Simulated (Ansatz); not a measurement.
**CsH (Fm-3m): the cell at rest**

Task: relax CsH (Fm-3m) tightly.

Main program and level: Ansatz 0.2.0; DFT PBEsol, scalar-relativistic, plane waves, PAW.

The database entry behind the starting cell differs from later determinations by our own check (0.1 to 0.3 % short, probably kX units), so it need not match the best structure at ambient conditions.

### Step 1. Set-up

It takes space group Fm-3m (No. 225, cubic). Conventional cell: a = 6.376 Å, b = 6.376 Å, c = 6.376 Å, α = 90.00°, β = 90.00°, γ = 90.00°. Nearest to Cs lie 6 H at 3.19 Å. H has 6 Cs at 3.19 Å nearest. Farther neighbours are not listed.

Structure file:

```cif
data_structure
_symmetry_space_group_name_H-M 'P 1'
_symmetry_Int_Tables_number 1
_cell_length_a 4.5085
_cell_length_b 4.5085
_cell_length_c 4.5085
_cell_angle_alpha 60.000
_cell_angle_beta 60.000
_cell_angle_gamma 60.000
_cell_volume 64.80
loop_
_atom_site_label
_atom_site_type_symbol
_atom_site_fract_x
_atom_site_fract_y
_atom_site_fract_z
_atom_site_occupancy
Cs1 Cs 0.00000 0.00000 0.00000 1
H2 H 0.50000 0.50000 0.50000 1
```

### Step 2. Probe on a coarse mesh

First a cheap look: the gap decides the mesh and the occupations, the pressure tells how far the cell has to move.

Input file input.yaml:

```yaml
crystal:
  lattice:
    - [0.0, 3.188, 3.188]
    - [3.188, 0.0, 3.188]
    - [3.188, 3.188, 0.0]
  atoms:
    - { symbol: Cs, position: [0.0, 0.0, 0.0] }
    - { symbol: H, position: [0.5, 0.5, 0.5] }
kpoints:
  mp_grid: { grid: [6, 6, 6] }
hamiltonian:
  xc: pbesol
scf:
  occupations: { method: gaussian, width: 0.1 }
output:
  forces: true
  stress: true
  eigenvalues: true
```

Started as:

```bash
$ ansatz run input.yaml --threads 4 --pin off --max-ram 7168MiB --backend cpu --events-out ev --progress --plain --runs-dir out
```

Numbers of over 12 decimals in the logs are rounded to 6 here.

The program printed:

```text
Engine: ansatz 0.2.0, x86_64-unknown-linux-gnu
Pseudopotentials: kind: paw
Pseudopotential: Cs, paw, valence charge 9, recommended cutoff 420 eV (normal), Cs.paw.azcp
Pseudopotential: H, paw, valence charge 1, recommended cutoff 420 eV (normal), H.paw.azcp
Functional definition: PBEsol
  exchange = pbesol_x
  correlation = pbesol_c
Crystal: 2 atoms, lattice volume = 64.801 Å³
[...]
k-point 0: bands = ["-18.2119", "-4.6491", "-4.6491", "-4.6491", "1.4557", "8.3717", "8.3717", "8.3717", "9.0464"]
  k-point 1: bands = ["-18.1926", "-4.8882", "-4.6731", "-4.6731", "1.8692", "7.4919", "8.5090", "8.5090", "8.8395"]
  k-point 2: bands = ["-18.1535", "-5.3086", "-4.7202", "-4.7202", "2.7191", "6.0755", "8.1550", "8.1550", "9.3934"]
  k-point 15: bands = ["-18.1086", "-5.2668", "-5.0434", "-4.9577", "2.3762", "6.7782", "7.9357", "8.7304", "11.4836"]
[key lines of the parts left out:]
SCF converged after 6 iterations
Free energy (F): -5601.793487 eV
Fermi energy:    4.305877 eV
P = ⅓ Tr σ = -0.5227 GPa (-5.227 kbar)
```

Run time: 1.3 s. Hardware: 4 threads of Intel Xeon Platinum 8488C (Sapphire Rapids), shared host; peak memory 0.36 GiB.

Numbers from this step:

```yaml
pressure: -0.5227 GPa
gap_on_the_k_mesh: 2.146 eV
volume_per_atom: 32.40 Å³
direct_gap_on_mesh: 2.146 eV
```

The coarse mesh shows a gap of 2.15 eV and a pressure of -0.5 GPa.

### Step 3. Bringing the structure to rest

Harmonic phonons are second derivatives at a point where the forces vanish, and they are wanted at zero stress, so atoms and cell are relaxed first.

input.yaml, the sections that differ from step 2:

```yaml
kpoints:
  mp_grid: { grid: [8, 8, 8] }
scf:
  occupations: { method: gaussian, width: 0.02 }
output:
  forces: true
  stress: true
  eigenvalues: true
  write_density: true
  write_potential: true
  elf: true
  volumetric_format: npy
relax:
  adjacent_minimum: "off"
  f_tol: 0.005
  max_steps: 80
  cell: { stress_tol: 0.05 }
# crystal, hamiltonian: as in step 2
```

The program printed:

```text
[...]
Crystal: 2 atoms, lattice volume = 64.801 Å³
Basis set: ecut = 420 eV, 1243 PW (Γ), exchange–correlation on 64×64×64 points (8 copies of the dense FFT grid, shifted against one another)
Bands: 9, of which v1, the nominal top of the filled ones, is band 5 counted from 1 (4 counted from 0)
Symmetry: 48 space group operations
[...]
k-points: 29 of 512
[...]
SCF iter   1: F=—  HF=-5601.797679 eV  |F-HF|=—  |Δ(HF+E_count)|=         —  Δρ=4.35e-3  dr2=1.28e-2  ethr=1.77e-3  ⟨swp⟩=6.7  Hψ=2223  notcnv=0
[...]
SCF iter   6: F=-5601.793542 eV  HF=-5601.793542 eV  |F-HF|=3.43e-10  |Δ(HF+E_count)|=   8.98e-9  Δρ=6.39e-7  dr2=2.60e-10  ethr=2.19e-10  ⟨swp⟩=5.9  Hψ=1352  notcnv=0
SCF 1 converged in 6 iterations: F = -5601.793542 eV  dr2 = 2.60e-10
[...]
relax step   1: F+E_penalty+E_count = -5601.79354187 eV  Δ(F+E_penalty+E_count) = +0.000e0 eV  max|allowed force component| = 5.629e-31 eV/Å  Δτ_max = 0.0000 Å  P = -0.523 GPa  Ω = 64.801 Å³  (6 SCF iters, dr2 threshold 1.00e-7 eV, accepted)
Crystal: 2 atoms, lattice volume = 63.144 Å³
[...]
iter 1 solved again at ethr=1.17e-5 eV; its pass at ethr=3.10e-3 eV (dr2=1.17e-3 eV) is discarded
[...]
SCF iter   4: F=-5601.798069 eV  HF=-5601.798069 eV  |F-HF|=6.61e-8  |Δ(HF+E_count)|=   6.50e-6  Δρ=6.24e-6  dr2=4.06e-8  ethr=2.00e-9  ⟨swp⟩=8.1  Hψ=2023  notcnv=0
SCF 2 converged in 4 iterations: F = -5601.798069 eV  dr2 = 4.06e-8
relax step   2: F+E_penalty+E_count = -5601.79806933 eV  Δ(F+E_penalty+E_count) = -4.527e-3 eV  max|allowed force component| = 2.424e-31 eV/Å  Δτ_max = 0.0000 Å  P = -0.300 GPa  Ω = 63.144 Å³  energy of the carried Pulay correction = +2.427e-4 eV  (4 SCF iters, dr2 threshold 2.00e-7 eV, accepted)
Crystal: 2 atoms, lattice volume = 61.044 Å³
[...]
SCF iter   4: F=-5601.800245 eV  HF=-5601.800245 eV  |F-HF|=1.51e-9  |Δ(HF+E_count)|=   1.06e-5  Δρ=1.12e-5  dr2=8.83e-8  ethr=2.00e-9  ⟨swp⟩=8.8  Hψ=2087  notcnv=0
SCF 3 converged in 4 iterations: F = -5601.800245 eV  dr2 = 8.83e-8
relax step   3: F+E_penalty+E_count = -5601.80024488 eV  Δ(F+E_penalty+E_count) = -2.176e-3 eV  max|allowed force component| = 1.869e-31 eV/Å  Δτ_max = 0.0000 Å  P = +0.025 GPa  Ω = 61.044 Å³  energy of the carried Pulay correction = +5.591e-4 eV  (4 SCF iters, dr2 threshold 2.00e-7 eV, accepted)
Basis set: ecut = 420 eV, 1243 PW (Γ), exchange–correlation on 60×60×60 points (8 copies of the dense FFT grid, shifted against one another)
[...]
SCF iter   4: F=-5601.799756 eV  HF=-5601.799756 eV  |F-HF|=1.64e-11  |Δ(HF+E_count)|=   9.58e-9  Δρ=1.38e-7  dr2=1.27e-11  ethr=1.00e-12  ⟨swp⟩=5.0  Hψ=1286  notcnv=0
SCF 4 converged in 4 iterations: F = -5601.799756 eV  dr2 = 1.27e-11
relax step   4: F+E_penalty+E_count = -5601.79975596 eV  Δ(F+E_penalty+E_count) = +4.889e-4 eV  max|allowed force component| = 6.574e-31 eV/Å  Δτ_max = 0.0000 Å  P = +0.019 GPa  Ω = 61.044 Å³  stress off target by 1.91e-2 GPa  SCF on the basis re-selected at this cell (its energy is not comparable with the rows above)  (4 SCF iters)
basis re-selected at this cell: Δ(F+E_penalty+E_count) = +4.889e-4 eV, ΔP = -0.006 GPa vs the last step (what re-selecting the basis moved, of the pressure what is left beyond the Pulay correction that the steps carried, after the strain that the cell walked since its last selection, with what the two solves' SCF thresholds leave and, on support functions, any second-order correction that the steps lacked; it is no measure of the basis error at this ecutwfc). The dense FFT grid was sized anew with the basis: this SCF ran on 30×30×30 points, the steps before it on 32×32×32, so part of this shift can come from that change (see relax.cell in the input reference). [rest of the remark cut]
SCF converged after 4 iterations
Free energy (F): -5601.799756 eV
[...]
Internal energy: -5601.799756 eV  (E = F + TS)
E sigma→0 (E₀):  -5601.799756 eV
Fermi energy:    4.750942 eV
[...]
--- Stress (GPa, compression-positive) ---
        0.019098      -0.000000      -0.000000
       -0.000000       0.019098      -0.000000
       -0.000000      -0.000000       0.019098
  P = ⅓ Tr σ = 0.0191 GPa (0.191 kbar)
--- Band table (eV; the first three rows and the last of 29) ---
[...]
--- Relaxed structure (3 steps of the walk, 3 accepted, 1 SCFs on fresh bases) ---
  F+E_penalty+E_count = -5601.79975596 eV   max|allowed force component| = 6.574e-31 eV/Å   (the final SCF, on the basis selected at the relaxed cell)
  cell:  # Å, volume = 61.0443 Å³
    - [0, 3.125155, 3.125155]
    - [3.125155, 0, 3.125155]
    - [3.125155, 3.125155, 0]
  atoms:
    - { symbol: Cs, position: [0, 0, 0] }
    - { symbol: H, position: [0.5, 0.5, 0.5] }
```

Elapsed: 1.4 s, on 4 threads; peak memory 0.42 GiB; 3.9 s of CPU time.

Relaxation path:

```
step  energy less that of the first step (eV)  largest force component (eV/Å)  pressure (GPa)  volume (Å³)
   1                                   0.0000                          0.0000           -0.52        64.80
   2                                  -0.0045                          0.0000           -0.30        63.14
   3                                  -0.0067                          0.0000            0.02        61.04
  4*                                  -0.0062                          0.0000            0.02        61.04
```

Relaxation steps marked * repeat the geometry before them on a plane-wave basis chosen anew for their cell, so energy and pressure can jump there.

Forces are held to the 48 operations that the run works with; a distortion that breaks them can't arise in this run.

```
conventional cell, symmetrised  before  after  change
                         a (Å)   6.376  6.250  -2.0 %
                         b (Å)   6.376  6.250  -2.0 %
                         c (Å)   6.376  6.250  -2.0 %
              volume (Å³/atom)   32.40  30.52  -5.8 %
```

The relaxed structure:

```cif
data_structure
_symmetry_space_group_name_H-M 'P 1'
_symmetry_Int_Tables_number 1
_cell_length_a 4.4196
_cell_length_b 4.4196
_cell_length_c 4.4196
_cell_angle_alpha 60.000
_cell_angle_beta 60.000
_cell_angle_gamma 60.000
_cell_volume 61.04
loop_
_atom_site_label
_atom_site_type_symbol
_atom_site_fract_x
_atom_site_fract_y
_atom_site_fract_z
_atom_site_occupancy
Cs1 Cs 0.00000 0.00000 0.00000 1
H2 H 0.50000 0.50000 0.50000 1
```

Numbers from this step:

| Property | Result |
| --- | --- |
| pressure | 0.01910 GPa |
| gap on the k-mesh | 2.063 eV |
| volume per atom | 30.52 Å³ |
| direct gap on mesh | 2.063 eV |

Valence density in the ac plane of the conventional cell at fractional y = 0.000, with atoms of Cs and H within 0.2 Å of it. It is the smooth field of the valence electrons, not physical close to the nuclei.

Ten even steps from '_' (0.0 e/Å³) to '@' (1.2 e/Å³), each cell a mean:
```
--####::____..--##==..____..++%%++
%%%%++..______..::..________--##%%
++==::______________________..--++
....____________________________..
______________......______________
____________::==++++--..__________
::..______..++%%%%%%**--________..
**::..____--####--++%%++..____..==
@@--..____--%%**__--%%++..____::##
--::______::**%%**##%%==..____..--
..________..--**%%##++::________..
____________..::----..____________
__________________________________
--::..________________________..::
##**--..________....________::++##
**%%**::______::--::..____..==%%##
..**##--____..--@@**::____..++%%--
```
Columns run along a (6.3 Å), rows up along c (6.3 Å), edges of the conventional cell, whose origin can differ from the input's. Atoms in or near the plane, at fractional coordinates: Cs at (0.00, 0.00), Cs at (0.50, 0.50), H at (0.50, 0.00), H at (0.00, 0.50).

ELF in the ac plane of the conventional cell at fractional y = 0.000, with atoms of Cs and H within 0.2 Å of it. It is the smooth field of the valence electrons, not physical close to the nuclei.

Values, 9 rows by 16 columns, each cell a mean:
```
0.43 0.73 0.86 0.55 0.14 0.46 0.95 0.99 0.99 0.99 0.74 0.16 0.33 0.79 0.82 0.52
0.74 0.69 0.51 0.19 0.04 0.14 0.35 0.43 0.44 0.39 0.22 0.05 0.10 0.39 0.63 0.72
0.27 0.23 0.13 0.04 0.05 0.23 0.44 0.55 0.56 0.50 0.34 0.11 0.03 0.08 0.19 0.26
0.96 0.93 0.66 0.14 0.27 0.74 0.86 0.71 0.63 0.80 0.83 0.48 0.11 0.39 0.88 0.95
1.00 1.00 0.79 0.18 0.38 0.83 0.76 0.24 0.11 0.56 0.86 0.61 0.16 0.50 0.97 1.00
0.85 0.81 0.53 0.11 0.22 0.66 0.83 0.80 0.78 0.84 0.78 0.40 0.09 0.32 0.75 0.84
0.26 0.21 0.12 0.03 0.03 0.14 0.29 0.38 0.39 0.33 0.20 0.05 0.02 0.07 0.17 0.24
0.81 0.80 0.66 0.29 0.06 0.21 0.53 0.63 0.65 0.60 0.38 0.08 0.14 0.53 0.77 0.82
0.24 0.62 0.86 0.59 0.15 0.49 0.97 1.00 1.00 0.99 0.78 0.17 0.36 0.82 0.79 0.37
```
Columns run along a (6.3 Å), rows up along c (6.3 Å), edges of the conventional cell, whose origin can differ from the input's. Atoms in or near the plane, at fractional coordinates: Cs at (0.00, 0.00), Cs at (0.50, 0.50), H at (0.50, 0.00), H at (0.00, 0.50).

Electrostatic potential energy in the ac plane of the conventional cell at fractional y = 0.000, with atoms of Cs and H within 0.2 Å of it. With pseudopotentials it is smooth inside the atoms' cores, unlike the true potential.

Ten even steps from '_' (-21 eV) to '@' (8 eV), each cell a mean:
```
..__..**%%@@@@##::++@@@@@@##--____
____--##@@@@@@@@@@@@@@@@@@%%++..__
::==**%%@@@@@@@@@@@@@@@@@@%%##++--
##%%%%@@@@@@@@@@@@@@@@@@@@@@%%%%##
@@@@@@@@@@@@%%%%####%%%%@@@@@@@@@@
@@@@@@@@@@%%**==::--++##%%@@@@@@@@
@@@@@@@@%%##--______..++%%@@@@@@@@
::%%@@@@%%**____..____--##@@@@@@++
__**@@@@%%++____....__::##@@@@@@::
**@@@@@@%%**..________==%%@@@@@@##
@@@@@@@@@@##++..____--**%%@@@@@@@@
@@@@@@@@@@%%##**++**##%%@@@@@@@@@@
%%%%@@@@@@@@@@%%%%%%%%@@@@@@@@@@%%
++**%%%%@@@@@@@@@@@@@@@@@@@@%%##**
__::++%%@@@@@@@@@@@@@@@@@@%%**--..
____::**%%@@@@@@**%%@@@@@@%%==____
..____++%%@@@@**__::@@@@@@##::__..
```
Columns run along a (6.3 Å; values clipped at the 3rd and 97th percentile), rows up along c (6.3 Å), edges of the conventional cell, whose origin can differ from the input's. Atoms in or near the plane, at fractional coordinates: Cs at (0.00, 0.00), Cs at (0.50, 0.50), H at (0.50, 0.00), H at (0.00, 0.50).

In this step the volume went from 32.40 to 30.52 Å³/atom.

### Step 4. Tight relaxation

Phonons need a cell at rest on their own settings, so the relaxation is repeated with tight tolerances on forces and stress on the k mesh and occupations of the first response run.

Input file input.yaml:

```yaml
crystal:
  lattice:
    - [0.0, 3.1251553515, 3.1251553515]
    - [3.1251553515, 0.0, 3.1251553515]
    - [3.1251553515, 3.1251553515, 0.0]
  atoms:
    - { symbol: Cs, position: [0.0, 0.0, 0.0] }
    - { symbol: H, position: [0.5, 0.5, 0.5] }
kpoints:
  mp_grid: { grid: [8, 8, 8] }
hamiltonian:
  xc: pbesol
scf:
  occupations: { method: fixed }
output:
  forces: true
  stress: true
  eigenvalues: true
relax:
  adjacent_minimum: "off"
  f_tol: 0.001
  max_steps: 60
  cell: { stress_tol: 0.01 }
```

The program printed:

```text
[...]
Crystal: 2 atoms, lattice volume = 61.044 Å³
Basis set: ecut = 420 eV, 1243 PW (Γ), exchange–correlation on 60×60×60 points (8 copies of the dense FFT grid, shifted against one another)
Bands: 9, of which v1, the nominal top of the filled ones, is band 5 counted from 1 (4 counted from 0)
[... 1 set-up line as in the run before ...]
[...]
k-points: 29 of 512
[...]
P = ⅓ Tr σ = 0.0097 GPa (0.097 kbar)
--- Band table (eV; the first three rows and the last of 29) ---
[...]
--- Relaxed structure (2 steps of the walk, 2 accepted, 1 SCFs on fresh bases) ---
[...]
cell:  # Å, volume = 61.1006 Å³
    - [0.0, 3.126117, 3.126117]
    - [3.126117, 0, 3.126117]
    - [3.126117, 3.126117, 0]
  atoms:
    - { symbol: Cs, position: [0, 0, 0] }
    - { symbol: H, position: [0.500000, 0.500000, 0.500000] }
[key lines of the parts left out:]
SCF converged after 5 iterations
Free energy (F): -5601.799763 eV
Fermi energy:    3.711754 eV
```

Wall time 1 s (4 threads); peak memory 0.4 GiB.

Little changed from the start: no atom moved by 0.005 Å and no cell edge by 0.1 %.

This step gave:

```
pressure           : 0.009736 GPa
gap on the k-mesh  : 2.064 eV
volume per atom    : 30.55 Å³
direct gap on mesh : 2.064 eV
```

The forces vanish by symmetry and the pressure is 0.010 GPa, within the tolerances set. The cell now holds 30.55 Å³/atom.

### Step 5. Outcome

```
space group after relaxation (within 0.01 Å) : Fm-3m
lattice constant a                           : 6.252 Å
lattice constant b                           : 6.252 Å
lattice constant c                           : 6.252 Å
volume per atom                              : 30.6 Å³
gap on the k-mesh                            : 2.06 eV
```

In words: The forces vanish by symmetry and the pressure is 0.010 GPa, within the tolerances set. The cell now holds 30.55 Å³/atom. The relaxation keeps the symmetry of its start, so it says nothing on stability against lower symmetry. Spin-orbit coupling is left out, which can matter for the heavy elements here.

[Logs are printed without paths, hosts, clocks, repeated set-up lines and the standing remarks that a program may print on its own settings, such as how far it seeks lower states.]

[Hosts, paths, dates, database ids (printed as entryN), source tags and the programs' standing remarks are cut or masked in the printed files.]
